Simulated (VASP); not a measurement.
# SrTiO3 (Tausonite) (Pm-3m) in VASP: settings compared

Aim: see how the results for SrTiO3 (Tausonite) move with the level of theory and the settings. Levels: PBE, r2SCAN. Tasks: relaxation of the atoms, relaxation of cell and atoms.

Everything below comes from runs of VASP 6.6.1. Logs are shortened: lines on timing, memory, paths and dates and some standing lists are left out, and cuts for length are marked.

### 1 The crystal as given

Symmetry: Pm-3m, No. 221, cubic system. The conventional cell has a = 3.905 Å, b = 3.905 Å, c = 3.905 Å, α = 90.00°, β = 90.00°, γ = 90.00°. Around Sr (site symmetry m-3m) lie 12 O at 2.76 Å. Ti (site symmetry m-3m) is surrounded by 6 O at 1.95 Å. Around O (site symmetry 4/mmm) lie 2 Ti at 1.95 Å.

### 2 Relaxation of the atoms, PBE (a relaxed cell with its volume scaled by 1.06)

The input, INCAR:

```
ALGO = Normal ; EDIFF = 1E-7
EDIFFG = -0.01 ; ENCUT = 300
GGA = PE ; IBRION = 2
ISIF = 2 ; ISMEAR = 0
LASPH = T ; LCHARG = F
LREAL = F ; LWAVE = F
NELM = 80 ; NSW = 40
PREC = Accurate ; SIGMA = 0.03
```

The input, KPOINTS:

```
k-points
0
Gamma
  4 4 4
```

The input, POSCAR:

```
SrTiO3                                  
1.0
    4.0092682825      0.0000000000     -0.0000000000
    0.0000000000      4.0092682825      0.0000000000
   -0.0000000000      0.0000000000      4.0092682825
  Sr              Ti              O             
     1     1     3
Direct
     0.5000000000000000    0.5000000000000000    0.5000000000000000
     0.0000000000000000    0.0000000000000000    0.0000000000000000
     0.5000000000000000    0.0000000000000000    0.0000000000000000
     0.0000000000000000    0.5000000000000000    0.0000000000000000
     0.0000000000000000    0.0000000000000000    0.5000000000000000
```

Potentials or basis: VASP PAW PBE potentials, release 64 (Sr_sv, Ti_sv, O_s).

On the command line:

```
cat potpaw_PBE.64/Sr_sv/POTCAR potpaw_PBE.64/Ti_sv/POTCAR potpaw_PBE.64/O_s/POTCAR > POTCAR
mpirun -np 1 vasp_std > vasp.out
```

OUTCAR:

```text
EDIFF = 1E-7
   EDIFFG = -0.01
   ENCUT = 300
   GGA = PE
   IBRION = 2
   ISIF = 2
   ISMEAR = 0
   LASPH = T
   LREAL = F
   NELM = 80
   NSW = 40
   PREC = Accurate

 ion  position               nearest neighbor table
   1  0.500  0.500  0.500-   3 2.83   4 2.83   5 2.83   3 2.83   4 2.83   3 2.83   5 2.83   3 2.83
                             4 2.83   5 2.83   4 2.83   5 2.83   2 3.47   2 3.47   2 3.47   2 3.47
   2  0.000  0.000  0.000-   3 2.00   4 2.00   5 2.00   5 2.00   4 2.00   3 2.00   1 3.47   1 3.47
                             1 3.47   1 3.47   1 3.47   1 3.47   1 3.47   1 3.47
   3  0.500  0.000  0.000-   2 2.00   2 2.00   1 2.83   1 2.83   1 2.83   1 2.83
   4  0.000  0.500  0.000-   2 2.00   2 2.00   1 2.83   1 2.83   1 2.83   1 2.83
   5  0.000  0.000  0.500-   2 2.00   2 2.00   1 2.83   1 2.83   1 2.83   1 2.83

  LATTYP: Found a simple cubic cell.
 ALAT       =     4.0092682825

  Lattice vectors:

 A1 = (   4.0092682825,   0.0000000000,   0.0000000000)
 A2 = (   0.0000000000,   4.0092682825,   0.0000000000)
 A3 = (   0.0000000000,   0.0000000000,   4.0092682825)

Analysis of symmetry for initial positions (statically):
=====================================================================
 Subroutine PRICEL returns:
 Original cell was already a primitive cell.

 Routine SETGRP: Setting up the symmetry group for a
 simple cubic supercell.

 Subroutine GETGRP returns: Found 48 space group operations
 (whereof 48 operations were pure point group operations)
 out of a pool of 48 trial point group operations.

The static configuration has the point symmetry O_h .

Analysis of symmetry for dynamics (positions and initial velocities):
=====================================================================
 Subroutine PRICEL returns:
 Original cell was already a primitive cell.

 Routine SETGRP: Setting up the symmetry group for a
 simple cubic supercell.

 Subroutine GETGRP returns: Found 48 space group operations
 (whereof 48 operations were pure point group operations)
 out of a pool of 48 trial point group operations.

The dynamic configuration has the point symmetry O_h .

 Subroutine INISYM returns: Found 48 space group operations
 (whereof 48 operations are pure point group operations),
 and found     1 'primitive' translations

----------------------------------------------------------------------------------------

                                     Primitive cell

  volume of cell :      64.4459

  direct lattice vectors                    reciprocal lattice vectors
     4.009268282  0.000000000  0.000000000     0.249422071  0.000000000  0.000000000
     0.000000000  4.009268282  0.000000000     0.000000000  0.249422071  0.000000000
     0.000000000  0.000000000  4.009268282     0.000000000  0.000000000  0.249422071

  length of vectors
     4.009268282  4.009268282  4.009268282     0.249422071  0.249422071  0.249422071

  position of ions in fractional coordinates (direct lattice)
     0.500000000  0.500000000  0.500000000
     0.000000000  0.000000000  0.000000000
     0.500000000  0.000000000  0.000000000
     0.000000000  0.500000000  0.000000000
     0.000000000  0.000000000  0.500000000

  ion indices of the primitive-cell ions
   primitive index   ion index
                 1           1
                 2           2
                 3           3
                 4           4
                 5           5

----------------------------------------------------------------------------------------

 KPOINTS: k-points

Automatic generation of k-mesh.
 Grid dimensions read from file:
 generate k-points for:    4    4    4

 Generating k-lattice:

  Cartesian coordinates                     Fractional coordinates (reciprocal lattice)
     0.062355518  0.000000000  0.000000000     0.250000000  0.000000000  0.000000000
     0.000000000  0.062355518  0.000000000     0.000000000  0.250000000  0.000000000
     0.000000000  0.000000000  0.062355518     0.000000000  0.000000000  0.250000000

  Length of vectors
     0.062355518  0.062355518  0.062355518

  Shift w.r.t. Gamma in fractional coordinates (k-lattice)
     0.000000000  0.000000000  0.000000000

 Subroutine IBZKPT returns following result:
 ===========================================

 Found     10 irreducible k-points:

 Following reciprocal coordinates:
            Coordinates               Weight
  0.000000  0.000000  0.000000      1.000000
  0.250000  0.000000  0.000000      6.000000
  0.500000  0.000000  0.000000      3.000000
  0.250000  0.250000  0.000000     12.000000
  0.500000  0.250000  0.000000     12.000000
  0.500000  0.500000  0.000000      3.000000
  0.250000  0.250000  0.250000      8.000000
  0.500000  0.250000  0.250000     12.000000
  0.500000  0.500000  0.250000      6.000000
  0.500000  0.500000  0.500000      1.000000
   k-points           NKPTS =     10   k-points in BZ     NKDIM =     10   number of bands    NBANDS=     24
   number of dos      NEDOS =    301   number of ions     NIONS =      5
   total plane-waves  NPLWV =  13824
   dimension x,y,z NGX =    24 NGY =   24 NGZ =   24
   dimension x,y,z NGXF=    48 NGYF=   48 NGZF=   48
   ions per type =               1   1   3
   NGX,Y,Z   is equivalent  to a cutoff of   9.95,  9.95,  9.95 a.u.
   NGXF,Y,Z  is equivalent  to a cutoff of  19.90, 19.90, 19.90 a.u.
 SYSTEM =  unknown system
   PREC   = accura    normal or accurate (medium, high low for compatibility)
   ISTART =      0    job   : 0-new  1-cont  2-samecut
   ICHARG =      2    charge: 1-file 2-atom 10-const
   ISPIN  =      1    spin polarized calculation?
   LNONCOLLINEAR =      F non collinear calculations
   LSORBIT =      F    spin-orbit coupling
   LASPH  =      T    aspherical Exc in radial PAW
   ENCUT  =  300.0 eV  22.05 Ry    4.70 a.u.   5.66  5.66  5.66*2*pi/ulx,y,z
   NELM   =     80;   NELMIN=  2; NELMDL= -5     # of ELM steps
   EDIFF  = 0.1E-06   stopping-criterion for ELM
   LREAL  =      F    real-space projection
   EDIFFG = -.1E-01   stopping-criterion for IOM
   NSW    =     40    number of steps for IOM
   IBRION =      2    ionic relax: 0-MD 1-quasi-New 2-CG
   NFREE  =      1    steps in history (QN), initial steepest desc. (CG)
   ISIF   =      2    stress and relaxation
   ISYM   =      2    0-nonsym 1-usesym 2-fastsym
   POTIM  = 0.5000    time-step for ionic-motion
   TEBEG  =    0.0;   TEEND  =   0.0 temperature during run
   PSTRESS=    0.0 pullay stress
   NELECT =      40.0000    total number of electrons
   NUPDOWN=      -1.0000    fix difference up-down
   EMIN   =  10.00;   EMAX   =-10.00  energy-range for DOS
   EFERMI =   0.00;   METHOD = LEGACY
   ISMEAR =     0;   SIGMA  =   0.03  broadening in eV -4-tet -1-fermi 0-gaus
   EFERMI_NEDOS =   21; number of points for ismear=-14 and -15
   IALGO  =     38    algorithm
   IMIX   =      4    mixing-type and parameters
     AMIX     =   0.40;   BMIX     =  1.00
     AMIX_MAG =   1.60;   BMIX_MAG =  1.00
  volume/ion in A,a.u.               =      12.89        86.98
  Fermi-wavevector in a.u.,A,eV,Ry     =   1.396464  2.638934 26.532876  1.950111
  Thomas-Fermi vector in A             =   2.519816
   LORBIT       =      0    0 simple, 1 ext, 2 COOP (PROOUT), +10 PAW based schemes
   GGA     = PE    functional components
   LHFCALC =     F    Hartree Fock is set to
   AEXX    =    0.0000 exact exchange contribution
   IVDW    =     0    specifies the selected vdW correction
   LEPSILON=     F    determine dielectric tensor
   LRPA    =     F    only Hartree local field effects (RPA)
 conjugate gradient relaxation of ions
 non-spin polarized calculation
 Gauss-broadening in eV      SIGMA  =   0.03
  energy-cutoff  :      300.00
  volume of cell :       64.45
 maximum number of plane-waves:       770
 NGX is ok and might be reduce to    24
   NGX = 11   NGY = 11   NGZ = 11

 number of electron      40.0000002 magnetization

 Free energy of the ion-electron system (eV)
  ---------------------------------------------------
  ext. energy  EPLUGINS =         0.00000000
  ---------------------------------------------------
  free energy    TOTEN  =       -39.99726185 eV

  energy without entropy =      -39.99726185  energy(sigma->0) =      -39.99726185

 E-fermi :   4.1146     XC(G=0): -10.8648

 val. band max:        3.8130409606   @ k =   0.5000   0.5000   0.5000
 cond. band min:       5.4964426899   @ k =   0.0000   0.0000   0.0000
 fundamental gap:      1.6834017293
 Fermi energy:         4.1146059258

 k-point     1 :       0.0000    0.0000    0.0000
  band No.  band energies     occupation
      1     -52.9691      2.00000
      2     -29.2352      2.00000
      3     -29.1987      2.00000
      4     -29.1987      2.00000
      5     -29.1987      2.00000
      6     -13.3158      2.00000
[... 16 lines left out ...]
     23       5.4964      0.00000
     24       7.5555      0.00000

 k-point     2 :       0.2500    0.0000    0.0000
  band No.  band energies     occupation
      1     -52.9687      2.00000
      2     -29.2818      2.00000
      3     -29.1978      2.00000
      4     -29.1978      2.00000
      5     -29.1683      2.00000
      6     -13.3747      2.00000
[... 16 lines left out ...]
     23       6.4263      0.00000
     24       7.5586      0.00000

 k-point     3 :       0.5000    0.0000    0.0000
  band No.  band energies     occupation
      1     -52.9684      2.00000
      2     -29.3139      2.00000
      3     -29.1969      2.00000
      4     -29.1969      2.00000
      5     -29.1520      2.00000
      6     -13.5026      2.00000
[... 16 lines left out ...]
     23       7.1744      0.00000
     24       7.5616      0.00000
[... 136 lines left out ...]
 k-point     9 :       0.5000    0.5000    0.2500
  band No.  band energies     occupation
      1     -52.9670      2.00000
      2     -29.2434      2.00000
      3     -29.2434      2.00000
      4     -29.2188      2.00000
      5     -29.2007      2.00000
      6     -12.4574      2.00000
[... 16 lines left out ...]
     23       7.6801      0.00000
     24       9.8531      0.00000

 k-point    10 :       0.5000    0.5000    0.5000
  band No.  band energies     occupation
      1     -52.9665      2.00000
      2     -29.2421      2.00000
      3     -29.2421      2.00000
      4     -29.2421      2.00000
      5     -29.1945      2.00000
      6     -12.1762      2.00000
[... 16 lines left out ...]
     23       7.7659      0.00000
     24      10.4484      0.00000

------------------------ aborting loop because EDIFF is reached ----------------------------------------

  FORCE on cell =-STRESS in cart. coord.  units (eV):
  Direction    XX          YY          ZZ          XY          YZ          ZX
  --------------------------------------------------------------------------------------
  -------------------------------------------------------------------------------------
  Total       -3.6473459     -3.6473459     -3.6473459      0.0000000      0.0000000     -0.0000000
  in kB      -90.6759637    -90.6759637    -90.6759637      0.0000000      0.0000000     -0.0000000
  external PRESSURE =     -90.6759637 kB  Pullay stress =       0.0000000 kB

 VOLUME and BASIS-vectors are now :
 -----------------------------------------------------------------------------
  energy-cutoff  :      300.00
  volume of cell :       64.45
      direct lattice vectors                 reciprocal lattice vectors
     4.009268282  0.000000000  0.000000000     0.249422071  0.000000000  0.000000000
     0.000000000  4.009268282  0.000000000     0.000000000  0.249422071  0.000000000
     0.000000000  0.000000000  4.009268282     0.000000000  0.000000000  0.249422071

 POSITION                                       TOTAL-FORCE (eV/Angst)
 -----------------------------------------------------------------------------------
      2.00463      2.00463      2.00463         0.000000      0.000000      0.000000
      0.00000      0.00000      0.00000         0.000000      0.000000      0.000000
      2.00463      0.00000      0.00000         0.000000      0.000000      0.000000
      0.00000      2.00463      0.00000         0.000000      0.000000      0.000000
      0.00000      0.00000      2.00463         0.000000      0.000000      0.000000
 -----------------------------------------------------------------------------------
    total drift:                                0.000000      0.000000     -0.000000

  FREE ENERGIE OF THE ION-ELECTRON SYSTEM (eV)
  ---------------------------------------------------
  free  energy   TOTEN  =       -39.9972618479 eV

  energy  without entropy=      -39.9972618479  energy(sigma->0) =      -39.99726185

 reached required accuracy - stopping structural energy minimisation
```

It took 8.3 s on 1 thread of Intel Xeon Platinum 8488C (Sapphire Rapids), shared host; peak memory 0.13 GiB.

What came out:

| Item | Value |
| --- | --- |
| Free energy | -39.9973 eV |
| Band gap on the k mesh | 1.68 eV, indirect (least direct gap 2.08 eV) |

Final structure:
```
Sr Ti O
1.0
     4.00927    0.00000    0.00000
     0.00000    4.00927    0.00000
     0.00000    0.00000    4.00927
Sr Ti O
1 1 3
Direct
  0.50000 0.50000 0.50000
  0.00000 0.00000 0.00000
  0.50000 0.00000 0.00000
  0.00000 0.50000 0.00000
  0.00000 0.00000 0.50000
```

Caveat: the cutoff is under 1.25 times the usual one of these potentials, so pressure, stress and relaxed cells hold a basis-set (Pulay) error; the relaxation stopped at its first step, so nothing moved.

(Continued in part 2 of 2.)
